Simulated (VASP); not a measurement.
# Mo (Im-3m) in VASP: a series of runs

The runs below take Mo through relaxation of cell and atoms, with r2SCAN.

Program: VASP 6.6.1. These are calculated values, not measurements. Logs are shortened: lines on timing, memory, paths and dates and some standing lists are left out, and cuts for length are marked.

### 1 The structure

Symmetry: Im-3m, No. 229, cubic system. The conventional cell has a = 3.147 Å, b = 3.147 Å, c = 3.147 Å, α = 90.00°, β = 90.00°, γ = 90.00°. Mo (site symmetry m-3m) has 8 Mo at 2.73 Å as nearest neighbours.

The cell was built by a generator and needn't be a form met in nature.

### 2 Relaxation of cell and atoms, r2SCAN

Contents of INCAR:

```
ALGO = Normal
EDIFF = 1E-6
EDIFFG = -0.01
ENCUT = 600
IBRION = 2
ISIF = 3
ISMEAR = 1
LASPH = True
LCHARG = False
LMIXTAU = True
LREAL = False
LWAVE = False
METAGGA = R2SCAN
NELM = 80
NSW = 90
PREC = Accurate
SIGMA = 0.1
```

Contents of KPOINTS:

```
k-points
0
Gamma
  16 16 16
```

Contents of POSCAR:

```
Mo
1.0
   -1.5734150000      1.5734150000      1.5734150000
    1.5734150000     -1.5734150000      1.5734150000
    1.5734150000      1.5734150000     -1.5734150000
Mo
1
Direct
    0.0000000000      0.0000000000      0.0000000000
```

Potentials or basis: VASP PAW PBE potentials, release 64 (Mo_sv).

On the command line:

```sh
cat potpaw_PBE.64/Mo_sv/POTCAR > POTCAR
mpirun -np 1 vasp_std > vasp.out
```

OUTCAR:

```text
EDIFF = 1E-6
   EDIFFG = -0.01
   ENCUT = 600
   IBRION = 2
   ISIF = 3
   ISMEAR = 1
   LASPH = True
   LREAL = False
   METAGGA = R2SCAN
   NELM = 80
   NSW = 90
   PREC = Accurate

 ion  position               nearest neighbor table
   1  0.000  0.000  0.000-

  LATTYP: Found a body centered cubic cell.
 ALAT       =     3.1468300000

  Lattice vectors:

 A1 = (  -1.5734150000,   1.5734150000,   1.5734150000)
 A2 = (   1.5734150000,  -1.5734150000,   1.5734150000)
 A3 = (   1.5734150000,   1.5734150000,  -1.5734150000)

Analysis of symmetry for initial positions (statically):
=====================================================================
 Subroutine PRICEL returns:
 Original cell was already a primitive cell.

 Routine SETGRP: Setting up the symmetry group for a
 body centered cubic supercell.

 Subroutine GETGRP returns: Found 48 space group operations
 (whereof 48 operations were pure point group operations)
 out of a pool of 48 trial point group operations.

The static configuration has the point symmetry O_h .

Analysis of symmetry for dynamics (positions and initial velocities):
=====================================================================
 Subroutine PRICEL returns:
 Original cell was already a primitive cell.

 Routine SETGRP: Setting up the symmetry group for a
 body centered cubic supercell.

 Subroutine GETGRP returns: Found 48 space group operations
 (whereof 48 operations were pure point group operations)
 out of a pool of 48 trial point group operations.

The dynamic configuration has the point symmetry O_h .

 Subroutine INISYM returns: Found 48 space group operations
 (whereof 48 operations are pure point group operations),
 and found     1 'primitive' translations

----------------------------------------------------------------------------------------

                                     Primitive cell

  volume of cell :      15.5808

  direct lattice vectors                    reciprocal lattice vectors
    -1.573415000  1.573415000  1.573415000     0.000000000  0.317780115  0.317780115
     1.573415000 -1.573415000  1.573415000     0.317780115  0.000000000  0.317780115
     1.573415000  1.573415000 -1.573415000     0.317780115  0.317780115  0.000000000

  length of vectors
     2.725234721  2.725234721  2.725234721     0.449408949  0.449408949  0.449408949

  position of ions in fractional coordinates (direct lattice)
     0.000000000  0.000000000  0.000000000

  ion indices of the primitive-cell ions
   primitive index   ion index
                 1           1

[... 98 lines left out ...]
   AEXX    =    0.0000 exact exchange contribution
   IVDW    =     0    specifies the selected vdW correction
   LEPSILON=     F    determine dielectric tensor
   LRPA    =     F    only Hartree local field effects (RPA)
 conjugate gradient relaxation of ions
 non-spin polarized calculation
 Methfessel and Paxton  Order N= 1 SIGMA  =   0.10
  energy-cutoff  :      600.00
  volume of cell :       15.58
 maximum number of plane-waves:       537
 NGX is ok and might be reduce to    24
   NGX = 11   NGY = 11   NGZ = 11

--------------------------------------- Ionic step        1  -------------------------------------------

 number of electron      14.0000002 magnetization

 Free energy of the ion-electron system (eV)
  ---------------------------------------------------
  ext. energy  EPLUGINS =         0.00000000
  ---------------------------------------------------
  free energy    TOTEN  =       -26.08117038 eV

  energy without entropy =      -26.08164120  energy(sigma->0) =      -26.08132732

------------------------ aborting loop because EDIFF is reached ----------------------------------------

  FORCE on cell =-STRESS in cart. coord.  units (eV):
  Direction    XX          YY          ZZ          XY          YZ          ZX
  --------------------------------------------------------------------------------------
  -------------------------------------------------------------------------------------
  Total        0.1733032      0.1733032      0.1733032      0.0000000      0.0000000     -0.0000000
  in kB       17.8208032     17.8208032     17.8208032      0.0000000      0.0000000     -0.0000000
  external PRESSURE =      17.8208032 kB  Pullay stress =       0.0000000 kB
[... 57 lines left out ...]
--------------------------------------- Ionic step        3  -------------------------------------------

 number of electron      14.0000002 magnetization

 Free energy of the ion-electron system (eV)
  ---------------------------------------------------
  ext. energy  EPLUGINS =         0.00000000
  ---------------------------------------------------
  free energy    TOTEN  =       -26.08172297 eV

  energy without entropy =      -26.08218784  energy(sigma->0) =      -26.08187792

 E-fermi :  12.4980     XC(G=0): -14.6152

 val. band max:       12.4870571629   @ k =  -0.1875   0.1875   0.0625
 cond. band min:      12.5262343669   @ k =   0.4375   0.1250  -0.0000
 fundamental gap:      0.0391772040
 Fermi energy:        12.4979555631

 k-point     1 :       0.0000    0.0000    0.0000
  band No.  band energies     occupation
      1     -50.7154      2.00000
      2     -23.1956      2.00000
      3     -23.1956      2.00000
      4     -23.1956      2.00000
      5       4.8459      2.00000
      6      11.0851      2.00000
      7      11.0851      2.00000
      8      11.0851      2.00000
      9      14.4120     -0.00000
     10      14.4120     -0.00000
     11      27.9894      0.00000
[... 309 lines left out ...]
 k-point    24 :       0.2500    0.1875    0.0000
  band No.  band energies     occupation
      1     -50.4599      2.00000
      2     -24.3662      2.00000
      3     -23.6788      2.00000
      4     -23.3241      2.00000
      5       8.1027      2.00000
      6       9.4512      2.00000
      7      10.5693      2.00000
      8      13.7406     -0.00000
      9      15.1669      0.00000
     10      17.3051      0.00000
     11      26.3677      0.00000

 [... further k-points ...]

------------------------ aborting loop because EDIFF is reached ----------------------------------------

  FORCE on cell =-STRESS in cart. coord.  units (eV):
  Direction    XX          YY          ZZ          XY          YZ          ZX
  --------------------------------------------------------------------------------------
  -------------------------------------------------------------------------------------
  Total        0.0006668      0.0006668      0.0006668     -0.0000000     -0.0000000      0.0000000
  in kB        0.0681318      0.0681318      0.0681318     -0.0000000     -0.0000000      0.0000000
  external PRESSURE =       0.0681318 kB  Pullay stress =       0.0000000 kB
[... 16 lines left out ...]
  FREE ENERGIE OF THE ION-ELECTRON SYSTEM (eV)
  ---------------------------------------------------
  free  energy   TOTEN  =       -26.0817229693 eV

  energy  without entropy=      -26.0821878353  energy(sigma->0) =      -26.08187792

 reached required accuracy - stopping structural energy minimisation
```

CONTCAR:

```text
Mo
   1.00000000000000
    -1.5767947525200012    1.5767947525200012    1.5767947525200012
     1.5767947525200012   -1.5767947525200012    1.5767947525200012
     1.5767947525200012    1.5767947525200012   -1.5767947525200012
  Mo
     1
Direct
     0.0000000000000000    0.0000000000000000    0.0000000000000000

  0.00000000E+00  0.00000000E+00  0.00000000E+00
```

Wall time 2.3 min (1 thread of Intel Xeon Platinum 8488C (Sapphire Rapids), shared host); peak memory 0.17 GiB.

Results:

```
Free energy                            : -26.0817 eV
Relaxed volume                         : 15.68 Å³/atom
Relaxed cell                           : a = 2.731 Å, b = 2.731 Å, c = 2.731 Å, α = 109.47°, β = 109.47°, γ = 109.47°
Space group after relaxing (to 0.05 Å) : Im-3m (No. 229)
Energy gained by relaxing              : 0.6 meV/atom
Ionic steps                            : 3
Pressure after relaxing                : 0.0 GPa
Band gap on the k mesh                 : none (metal or under the smearing width)
```

Step by step:
```
step  energy change (eV)  largest force (eV/Å)  pressure (GPa)  volume (Å³)
   1              0.0000                0.0000            1.78        15.58
   2              0.0040                0.0000           -4.89        15.97
   3             -0.0006                0.0000            0.01        15.68
```

Final structure:
```xyz
1
Lattice="-1.5768 1.5768 1.5768 1.5768 -1.5768 1.5768 1.5768 1.5768 -1.5768" Properties=species:S:1:pos:R:3 pbc="T T T"
Mo    0.0000    0.0000    0.0000
```

Levels at points of the mesh, in eV from the Fermi level:
```
           k point  band 4  band 5  band 6  band 7  band 8  band 9  band 10  band 11
(0.00, 0.00, 0.00)  -35.69   -7.65   -1.41   -1.41   -1.41    1.91     1.91    15.49
(0.50, 0.00, 0.00)  -35.71   -5.57   -3.57    1.57    1.89    2.59     4.91    12.20
(0.50, 0.50, 0.50)  -36.72   -5.62   -5.62    4.13    4.13    4.13     9.45     9.45
```

Caveat: the PAW data sets were made with another functional, which shifts forces and pressure a little.

### 3 Relaxation of cell and atoms, r2SCAN

This run uses another cell than the first one, of 15.68 Å³/atom, 1.006 times its volume.

Edit INCAR of step 2 so:

```diff
@@ -1,4 +1,4 @@
 ALGO = Normal
-EDIFF = 1E-6
-EDIFFG = -0.01
+EDIFF = 1E-7
+EDIFFG = -0.005
 ENCUT = 600
```

KPOINTS is that of step 2.

Contents of POSCAR:

```
Mo                                      
1.0
   -1.5767947525      1.5767947525      1.5767947525
    1.5767947525     -1.5767947525      1.5767947525
    1.5767947525      1.5767947525     -1.5767947525
  Mo            
     1
Direct
     0.0000000000000000    0.0000000000000000    0.0000000000000000
```

Potentials or basis: VASP PAW PBE potentials, release 64 (Mo_sv).

On the command line:

```sh
cat potpaw_PBE.64/Mo_sv/POTCAR > POTCAR
mpirun -np 1 vasp_std > vasp.out
```

Run time: 65 s. Hardware: 1 thread of Intel Xeon Platinum 8488C (Sapphire Rapids), shared host; peak memory 0.16 GiB.

It converged, with:

```
Free energy             : -26.0818 eV
Pressure after relaxing : 0.0 GPa
Band gap on the k mesh  : none (metal or under the smearing width)
```

Final structure:
```xyz
1
Lattice="-1.5768 1.5768 1.5768 1.5768 -1.5768 1.5768 1.5768 1.5768 -1.5768" Properties=species:S:1:pos:R:3 pbc="T T T"
Mo    0.0000    0.0000    0.0000
```

Levels at points of the mesh, in eV from the Fermi level:
| k point | band 4 | band 5 | band 6 | band 7 | band 8 | band 9 | band 10 | band 11 |
| --- | --- | --- | --- | --- | --- | --- | --- | --- |
| (0.00, 0.00, 0.00) | -35.69 | -7.65 | -1.41 | -1.41 | -1.41 | 1.91 | 1.91 | 15.49 |
| (0.50, 0.00, 0.00) | -35.71 | -5.57 | -3.57 | 1.57 | 1.89 | 2.59 | 4.91 | 12.20 |
| (0.50, 0.50, 0.50) | -36.72 | -5.62 | -5.62 | 4.13 | 4.13 | 4.13 | 9.45 | 9.45 |

Caveat: the relaxation stopped at its first step, so nothing moved; the PAW data sets were made with another functional, which shifts forces and pressure a little.
